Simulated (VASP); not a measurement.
**A VASP 6.6.1 single-point calculation on Sn**

INCAR

```
PREC = Accurate
GGA = PS
LASPH = .TRUE.
LCHARG = .FALSE.
SIGMA = 0.02
ISIF = 2
NELM = 120
IBRION = -1
EDIFF = 1E-7
NBANDS = 21
NSW = 0
ISMEAR = -1
LREAL = .FALSE.
LWAVE = .FALSE.
ENCUT = 600
```

KPOINTS

```
KPOINTS created by Atomic Simulation Environment
0
Gamma
6 6 6
0 0 0
```

POSCAR

```
Sn
 1.0000000000000000
     0.0961000000000000    3.2742000000000000    3.3159999999999998
     3.5409000000000002    0.0723000000000000    3.3397999999999999
     3.5669000000000000    3.3239999999999998    0.0463000000000000
 Sn
   2
Cartesian
  0.0124737800000000  0.0280602900000000  0.0365635400000000
  1.8404713899999998  1.6546543499999999  1.6887623399999998
```

The recommended PBE PAW datasets give the neutral cell 28 valence electrons.

Command

```
mpirun -np 1 vasp_std
```

Problem. Predict the outcome of this run.

Solution. It converged. Results: gap between bands v and c on the k mesh -0.70 eV (bands overlap: a metal); least direct gap on the k mesh 0.16 eV; pressure -2.6 GPa; largest force 0.21 eV/Å. Band v is the last that the valence electrons fill when counted band by band, and c is the next.

OSZICAR

```
N       E                     dE             d eps       ncg     rms          rms(c)
DAV:   1     0.233294112245E+03    0.23329E+03   -0.15512E+04  4759   0.200E+03
DAV:   2     0.178906219777E+02   -0.21540E+03   -0.21103E+03  4729   0.468E+02
DAV:   3    -0.752478282144E+01   -0.25415E+02   -0.25261E+02  5474   0.145E+02
DAV:   4    -0.839540752119E+01   -0.87062E+00   -0.87022E+00  5414   0.297E+01
DAV:   5    -0.843092007434E+01   -0.35513E-01   -0.35512E-01  6908   0.560E+00    0.279E+00
DAV:   6    -0.837586345083E+01    0.55057E-01   -0.38348E-02  6455   0.261E+00    0.158E+00
DAV:   7    -0.834954727978E+01    0.26316E-01   -0.44709E-02  5482   0.235E+00    0.159E-01
DAV:   8    -0.835035526793E+01   -0.80799E-03   -0.68239E-03  5254   0.965E-01    0.533E-02
DAV:   9    -0.835063862518E+01   -0.28336E-03   -0.35016E-04  6167   0.134E-01    0.153E-02
DAV:  10    -0.835066175796E+01   -0.23133E-04   -0.31679E-05  5487   0.507E-02    0.528E-03
DAV:  11    -0.835066475302E+01   -0.29951E-05   -0.49128E-06  5965   0.149E-02    0.180E-03
DAV:  12    -0.835066486850E+01   -0.11548E-06   -0.42187E-07  4729   0.530E-03    0.577E-04
DAV:  13    -0.835066489039E+01   -0.21892E-07   -0.34441E-08  3342   0.170E-03
   1 F= -.83506649E+01 E0= -.83502241E+01  d E =-.881598E-03
```

Standard output (part)

```
POSCAR found type information on POSCAR Sn
 POSCAR found :  1 types and       2 ions
 LDA part: xc-table for (Slater+PW92), standard interpolation
 POSCAR, INCAR and KPOINTS ok, starting setup
 WAVECAR not read
 entering main loop
```

For comparison, a separate PBEsol run of the intended cell, on usual settings and not on those above, gives a gap of -0.70 eV on its mesh and a pressure of -2.6 GPa.
